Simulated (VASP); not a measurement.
The system is ZnS.

```
Zn S
1.0
     0.00000    2.70200    2.70200
     2.70200    0.00000    2.70200
     2.70200    2.70200    0.00000
Zn S
1 1
Direct
  0.25000 0.25000 0.25000
  0.00000 0.00000 0.00000
```

```yaml
Program: VASP 6.6.1
Task: relaxation of cell and atoms
Functional: PBEsol
Potentials_or_basis: VASP PAW PBE potentials, release 64 (Zn, S)
Cutoff: 600 eV
k_mesh: 10 × 10 × 10
Occupations: gaussian, width 0.03 eV
Spin: no spin polarisation
```

At the start: pressure -1.7 GPa; volume 19.73 Å³/atom.

Q: Where does the relaxation end?

A: Over 3 steps the energy falls by 2.7 meV/atom and the volume is 19.26 Å³/atom (-2.4 %); space group F-43m (No. 216, to 0.05 Å).

The path:
```
step  energy change (eV)  largest force (eV/Å)  pressure (GPa)  volume (Å³)
   1              0.0000                0.0000           -1.73        39.45
   2             -0.0049                0.0000            0.60        38.25
   3             -0.0054                0.0000           -0.03        38.51
```

Final structure:
```xyz
2
Lattice="0.0000 2.6803 2.6803 2.6803 0.0000 2.6803 2.6803 2.6803 0.0000" Properties=species:S:1:pos:R:3 pbc="T T T"
Zn    1.3402    1.3402    1.3402
S     0.0000    0.0000    0.0000
```

Caveat: the PAW data sets were made with another functional, which shifts forces and pressure a little.
